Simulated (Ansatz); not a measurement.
This Cd5HgTe6 structure is the end of a relaxation. The cell was found from a structure generator's guess, not taken from experiment.

Theory: DFT PBE, scalar-relativistic, plane waves, PAW in Ansatz. Cutoff 420 eV, Γ-centred mesh, Gaussian smearing, no spin polarisation.

```
Cd Hg Te
1.0
     4.68442    0.00000    0.00000
     0.00000    4.68442    0.00000
     0.00000    0.00000   19.86894
Cd Hg Te
5 1 6
Direct
  0.00000 0.00000 0.83286
  0.00000 0.00000 0.16714
  0.50000 0.50000 0.33359
  0.00000 0.00000 0.50000
  0.50000 0.50000 0.66641
  0.50000 0.50000 0.00000
  0.50000 0.00000 0.08418
  0.00000 0.50000 0.25038
  0.50000 0.00000 0.41680
  0.00000 0.50000 0.58320
  0.50000 0.00000 0.74962
  0.00000 0.50000 0.91582
```

The zero of energy is the elements' standard structures at the same level; no fitted shifts are applied. The references include crystalline Hg.

Question: What space group does it have?

Answer: P-4m2 (No. 115), with Cd and Hg ordered on zinc blende sites. Conventional cell: a = 4.684 Å, c = 19.869 Å. Cd on a site of symmetry 2mm is surrounded by 4 Te at 2.86–2.87 Å; around Cd on a second site of symmetry 2mm lie 4 Te at 2.87 Å; Hg has 4 Te at 2.88 Å; Te on its first site has 2 Cd at 2.86 Å and 2 Hg at 2.88 Å; 3 more sites not described.

Question: What is its formation energy per atom?

Answer: −0.414 eV/atom. It lies below the elements, which doesn't yet make it stable against other compounds or structures.

Question: Is it a metal?

Answer: No, the gap on the 8×8×2 mesh is 0.30 eV.

The last run used an 8×8×2 mesh (in the run's order of axes) for its 12-atom cell and Gaussian smearing of 0.01 eV. Spin–orbit coupling, which can matter for Hg and Te, is left out. Kohn–Sham gaps at this level usually fall short of measured ones. The missing spin–orbit coupling can work the other way here. The reference form of Te is held partly by dispersion forces, which this level lacks. Small gaps are read on the mesh alone, and bands can cross between its points. A structure relaxed within its symmetry needn't be a true minimum.
